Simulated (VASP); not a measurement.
BN, 2 atoms in the cell. The cell holds a slab with vacuum, 2 atoms: a = 2.509 Å, b = 2.509 Å, c = 26.000 Å, α = 90.00°, β = 90.00°, γ = 60.00°. 

| Quantity | Value |
| --- | --- |
| Program | VASP 6.6.1 |
| Task | single point |
| Functional | PBE |
| Dispersion | D3(BJ) |
| Potentials or basis | VASP PAW PBE potentials, release 64 (B, N) |
| Cutoff | 520 eV |
| k mesh | 10 × 10 × 1 |
| Occupations | gaussian, width 0.02 eV |
| Spin | no spin polarisation |
| Dipole correction | yes |
| Further INCAR settings | ALGO = Fast; EDIFF = 1e-06; NBANDS = 11 |

Potentials or basis: VASP PAW PBE potentials, release 64 (B, N).

Command:

```bash
$ cat potpaw_PBE.64/B/POTCAR potpaw_PBE.64/N/POTCAR > POTCAR
$ mpirun -np 1 vasp_std > vasp.out
```

Hardware: 1 thread of Intel(R) Xeon(R) 6975P-C (Granite Rapids), on a shared host.

Problem. Estimate the wall time of this run.

Solution. It took 32 s on 1 thread of Intel(R) Xeon(R) 6975P-C (Granite Rapids), on a shared host, peak memory 0.25 GiB. Counts: scf iterations 22, k points 14.
